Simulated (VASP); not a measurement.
# MgS (F-43m) in VASP: a series of runs, part 2 of 2

VASP 6.6.1.

### 4 Single point, LDA

File INCAR:

```
  ADDGRID = False
  ALGO = Normal
  EDIFF = 1E-6
  ENCUT = 450
  GGA = CA
  ISIF = 2
  ISMEAR = 0
  LASPH = True
  LCHARG = False
  LREAL = Auto
  LWAVE = False
  NELM = 100
  PREC = Accurate
  SIGMA = 0.05
```

File KPOINTS:

```
k-points
0
Gamma
  5 5 5
```

File POSCAR:

```
MgS
1.0
    0.0000000000      2.8331200468      2.8331200468
    2.8331200468      0.0000000000      2.8331200468
    2.8331200468      2.8331200468      0.0000000000
S Mg
1 1
Direct
    0.2346630000      0.2748010000      0.2357280000
   -0.0216520000      0.0237760000     -0.0317750000
```

Potentials or basis: VASP PAW LDA potentials, release 64 (S, Mg).

Launch:

```sh
cat potpaw_LDA.64/S/POTCAR potpaw_LDA.64/Mg/POTCAR > POTCAR
mpirun -np 1 vasp_std > vasp.out
```

OUTCAR:

```text
EDIFF = 1E-6
   ENCUT = 450
   GGA = CA
   ISIF = 2
   ISMEAR = 0
   LASPH = True
   LREAL = Auto
   NELM = 100
   PREC = Accurate

 Found     63 irreducible k-points:

 Following reciprocal coordinates:
            Coordinates               Weight
  0.000000  0.000000  0.000000      1.000000
  0.200000  0.000000  0.000000      2.000000
  0.000000  0.200000  0.000000      2.000000
  0.000000  0.000000  0.200000      2.000000
  0.200000  0.200000  0.200000      2.000000
[... 143 lines left out ...]
------------------------ aborting loop because EDIFF is reached ----------------------------------------

  FORCE on cell =-STRESS in cart. coord.  units (eV):
  Direction    XX          YY          ZZ          XY          YZ          ZX
  --------------------------------------------------------------------------------------
  -------------------------------------------------------------------------------------
  Total       -0.6635384     -0.6804719     -0.6406374     -0.0614137     -0.2705984     -0.3586770
  in kB      -23.3750042    -23.9715339    -22.5682532     -2.1634692     -9.5325896    -12.6354063
  external PRESSURE =     -23.3049305 kB  Pullay stress =       0.0000000 kB

 VOLUME and BASIS-vectors are now :
 -----------------------------------------------------------------------------
  energy-cutoff  :      450.00
  volume of cell :       45.48
      direct lattice vectors                 reciprocal lattice vectors
     0.000000000  2.833120047  2.833120047    -0.176483874  0.176483874  0.176483874
     2.833120047  0.000000000  2.833120047     0.176483874 -0.176483874  0.176483874
     2.833120047  2.833120047  0.000000000     0.176483874  0.176483874 -0.176483874

 POSITION                                       TOTAL-FORCE (eV/Angst)
 -----------------------------------------------------------------------------------
      1.44639      1.33267      1.44337        -0.256216     -0.341673     -0.046420
      2.81046      5.51487      2.83914         0.256216      0.341673      0.046420
 -----------------------------------------------------------------------------------
    total drift:                               -0.000238      0.000109      0.001061

  FREE ENERGIE OF THE ION-ELECTRON SYSTEM (eV)
  ---------------------------------------------------
  free  energy   TOTEN  =        -9.3558596797 eV

  energy  without entropy=       -9.3558596797  energy(sigma->0) =       -9.35585968
```

OSZICAR:

```text
N       E                     dE             d eps       ncg     rms          rms(c)
DAV:   1     0.206175309052E+02    0.20618E+02   -0.32614E+03  1032   0.690E+02
DAV:   2    -0.881227060936E+01   -0.29430E+02   -0.28221E+02  1368   0.101E+02
DAV:   3    -0.991733632845E+01   -0.11051E+01   -0.11051E+01  1224   0.268E+01
DAV:   4    -0.992312943825E+01   -0.57931E-02   -0.57931E-02  1720   0.222E+00
DAV:   5    -0.992313232473E+01   -0.28865E-05   -0.28865E-05  1160   0.486E-02    0.402E+00
DAV:   6    -0.941339751672E+01    0.50973E+00   -0.15015E+00  1016   0.566E+00    0.309E+00
DAV:   7    -0.936079424089E+01    0.52603E-01   -0.23572E-01  1104   0.234E+00    0.219E+00
DAV:   8    -0.935625634031E+01    0.45379E-02   -0.10502E-02  1192   0.846E-01    0.915E-01
DAV:   9    -0.935582314218E+01    0.43320E-03   -0.10759E-03  1208   0.217E-01    0.336E-01
DAV:  10    -0.935585729752E+01   -0.34155E-04   -0.46953E-05  1408   0.443E-02    0.904E-02
DAV:  11    -0.935585968463E+01   -0.23871E-05   -0.17500E-05  1184   0.237E-02    0.339E-02
DAV:  12    -0.935585967967E+01    0.49653E-08   -0.66105E-07   656   0.513E-03
   1 F= -.93558597E+01 E0= -.93558597E+01  d E =-.656541E-13
```

Wall time 20 s (1 thread of Intel Xeon Platinum 8559C (Emerald Rapids), shared host); peak memory 0.14 GiB.

These settings aren't checked as converged: the numbers below hold their error.

What came out:

* Free energy: -9.3559 eV
* Pressure: -2.3 GPa
* Largest force: 0.430 eV/Å
* Band gap on the k mesh: 3.06 eV, direct

### 5 Single point, LDA

Edit INCAR of step 4 so:

```diff
@@ -2,3 +2,3 @@
   ALGO = Normal
-  EDIFF = 1E-6
+  EDIFF = 0.01
   ENCUT = 450
@@ -9,3 +9,3 @@
   LCHARG = False
-  LREAL = Auto
+  LREAL = False
   LWAVE = False
```

KPOINTS is that of step 4.

File POSCAR:

```
MgS
1.0
    0.0000000000      2.8331200468      2.8331200468
    2.8331200468      0.0000000000      2.8331200468
    2.8331200468      2.8331200468      0.0000000000
S Mg
1 1
Direct
    0.2500000000      0.2500000000      0.2500000000
    0.0000000000      0.0000000000      0.0000000000
```

Potentials or basis: VASP PAW LDA potentials, release 64 (S, Mg).

Launch:

```sh
cat potpaw_LDA.64/S/POTCAR potpaw_LDA.64/Mg/POTCAR > POTCAR
mpirun -np 1 vasp_std > vasp.out
```

OUTCAR:

```text
EDIFF = 0.01
   ENCUT = 450
   GGA = CA
   ISIF = 2
   ISMEAR = 0
   LASPH = True
   LREAL = False
   NELM = 100
   PREC = Accurate

 Found     10 irreducible k-points:

 Following reciprocal coordinates:
            Coordinates               Weight
  0.000000  0.000000  0.000000      1.000000
  0.200000  0.000000  0.000000      8.000000
  0.400000  0.000000  0.000000      8.000000
  0.200000  0.200000  0.000000      6.000000
  0.400000  0.200000  0.000000     24.000000
 -0.400000  0.200000  0.000000     24.000000
   k-points           NKPTS =     10   k-points in BZ     NKDIM =     10   number of bands    NBANDS=      8
   number of dos      NEDOS =    301   number of ions     NIONS =      2
   total plane-waves  NPLWV =  21952
   dimension x,y,z NGX =    28 NGY =   28 NGZ =   28
   dimension x,y,z NGXF=    56 NGYF=   56 NGZF=   56
   ions per type =               1   1
   NGX,Y,Z   is equivalent  to a cutoff of  11.62, 11.62, 11.62 a.u.
   NGXF,Y,Z  is equivalent  to a cutoff of  23.24, 23.24, 23.24 a.u.
 SYSTEM =  unknown system
   PREC   = accura    normal or accurate (medium, high low for compatibility)
   ISTART =      0    job   : 0-new  1-cont  2-samecut
   ICHARG =      2    charge: 1-file 2-atom 10-const
   ISPIN  =      1    spin polarized calculation?
   LNONCOLLINEAR =      F non collinear calculations
[... 61 lines left out ...]
  band No.  band energies     occupation
      1     -10.3638      2.00000
      2       0.8681      2.00000
      3       0.8681      2.00000
      4       0.8681      2.00000
      5       4.0579      0.00000
      6       8.6438      0.00000
      7       8.6438      0.00000
      8       8.6438      0.00000
[... 45 lines left out ...]
 k-point     6 :      -0.4000    0.2000    0.0000
  band No.  band energies     occupation
      1      -9.5786      2.00000
      2      -1.9936      2.00000
      3      -0.4411      2.00000
      4       0.3593      2.00000
      5       6.5074      0.00000
      6       7.4621      0.00000
      7       9.2430      0.00000
      8       9.5362      0.00000

 [... further k-points ...]

------------------------ aborting loop because EDIFF is reached ----------------------------------------

  FORCE on cell =-STRESS in cart. coord.  units (eV):
  Direction    XX          YY          ZZ          XY          YZ          ZX
  --------------------------------------------------------------------------------------
  -------------------------------------------------------------------------------------
  Total       -0.5331905     -0.5331905     -0.5331905      0.0000000      0.0000000      0.0000000
  in kB      -18.7831350    -18.7831350    -18.7831350      0.0000000      0.0000000      0.0000000
  external PRESSURE =     -18.7831350 kB  Pullay stress =       0.0000000 kB

 VOLUME and BASIS-vectors are now :
 -----------------------------------------------------------------------------
  energy-cutoff  :      450.00
  volume of cell :       45.48
      direct lattice vectors                 reciprocal lattice vectors
     0.000000000  2.833120047  2.833120047    -0.176483874  0.176483874  0.176483874
     2.833120047  0.000000000  2.833120047     0.176483874 -0.176483874  0.176483874
     2.833120047  2.833120047  0.000000000     0.176483874  0.176483874 -0.176483874

 POSITION                                       TOTAL-FORCE (eV/Angst)
 -----------------------------------------------------------------------------------
      1.41656      1.41656      1.41656         0.000000      0.000000      0.000000
      0.00000      0.00000      0.00000        -0.000000     -0.000000     -0.000000
 -----------------------------------------------------------------------------------
    total drift:                               -0.000000     -0.000000     -0.000000

  FREE ENERGIE OF THE ION-ELECTRON SYSTEM (eV)
  ---------------------------------------------------
  free  energy   TOTEN  =        -9.3749865529 eV

  energy  without entropy=       -9.3749865529  energy(sigma->0) =       -9.37498655
```

It used 2.6 s of CPU time on 1 thread of Intel(R) Xeon(R) Platinum 8559C (Emerald Rapids) (shared host), which was overloaded at the time.

These settings aren't checked as converged: the numbers below hold their error.

Results:

```
Free energy            : -9.3750 eV
Pressure               : -1.9 GPa
Band gap on the k mesh : 3.19 eV, direct
```
